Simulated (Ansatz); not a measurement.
## Li: where the heat goes in a short trajectory

Computed with DFT PBE+D3(BJ), scalar-relativistic, plane waves, PAW (Ansatz 0.2.0). The runs took a 420 eV cutoff, a shifted (0.5, 0.5, 0.5 steps) 2×2×2 mesh and Fermi–Dirac smearing (0.05 eV). The mesh is coarse. No spin polarisation.

18 atoms start on the lattice sites below (V = 384.2 Å³, 1.00 times the source cell's; static pressure -1.80 GPa, largest force component 0.00 eV/Å) with velocities drawn for 200 K; Nosé–Hoover thermostat aiming at the same temperature, fixed cell, 55 steps of 3 fs.

```
Li
1.0
     0.00000    5.38841    5.09300
    -4.66650   -2.69421    5.09300
     4.66650   -2.69421    5.09300
Li
18
Direct
  0.30556 0.63889 0.30556
  0.63889 0.63889 0.97222
  0.30556 0.30556 0.63889
  0.30556 0.97222 0.97222
  0.63889 0.30556 0.30556
  0.97222 0.63889 0.63889
  0.97222 0.30556 0.97222
  0.63889 0.97222 0.63889
  0.97222 0.97222 0.30556
  0.36111 0.69444 0.69444
  0.69444 0.69444 0.36111
  0.36111 0.36111 0.02778
  0.36111 0.02778 0.36111
  0.69444 0.36111 0.69444
  0.02778 0.69444 0.02778
  0.02778 0.36111 0.36111
  0.69444 0.02778 0.02778
  0.02778 0.02778 0.69444
```

```csv
t (fs),T (K),kinetic energy (meV/atom),potential energy over the first frame (meV/atom),P with the kinetic part (GPa)
0.0,200,24.4,0.0,-1.67
12.0,165,20.1,4.3,-1.64
24.0,92,11.3,13.3,-1.60
36.0,48,5.8,18.9,-1.59
48.0,58,7.1,17.9,-1.62
60.0,91,11.1,14.4,-1.66
72.0,106,13.0,13.6,-1.67
84.0,98,12.0,15.7,-1.64
96.0,94,11.4,17.3,-1.60
108.0,111,13.6,16.1,-1.58
120.0,142,17.4,13.3,-1.57
132.0,163,19.9,11.8,-1.56
144.0,162,19.8,12.8,-1.53
156.0,154,18.7,14.7,-1.51
```

T counts 3N − 3 degrees of freedom. Means over every step of the second half, not only the rows shown: T = 135 K, kinetic energy 16.4 meV/atom, potential energy 14.5 meV/atom, P = -1.56 GPa.

Does the potential energy follow equipartition for harmonic vibrations?

In a harmonic crystal each vibration holds as much potential as kinetic energy on average, here 16.4 meV/atom. The run has 14.5, a ratio of 0.88. That is near one, as for a crystal vibrating about its sites. The time step adds a little: a Verlet scheme lowers a mode's mean kinetic energy against its potential energy by the factor 1 − (ωΔt)²/4. So short a run gives a rough mean. T is still well under the temperature that the thermostat aims for. Electronic entropy is part of the potential energy at this smearing.

Split the rise of pressure into the kinetic part and the rest. Can a thermal Grüneisen parameter be estimated?

The program counts the kinetic part as N k_B T/V = 0.09 GPa. The pressure lies 0.23 GPa over the static one in all, so the forces add 0.15 GPa. For a harmonic mode with ω ∝ V^(−γ) and an amplitude that scales with the cell, the forces add (2γ − 2/3)U/V, which needs no equipartition; when U equals the kinetic energy K, this and the kinetic part 2K/(3V) sum to the Mie–Grüneisen γE_th/V. With U = N × 14.5 meV, γ = 1/3 + V ΔP_forces/(2U) = 1.00, for harmonic vibrations a mean over the modes weighted by their potential energy, for uniform scaling of the cell (in a layered or otherwise anisotropic crystal this differs from γ under hydrostatic pressure). Most solids fall between 1 and 3, and tetrahedral, framework and layered ones often lower; anharmonic motion and pressure swings in a cell of 18 atoms make this value uncertain by tenths or more.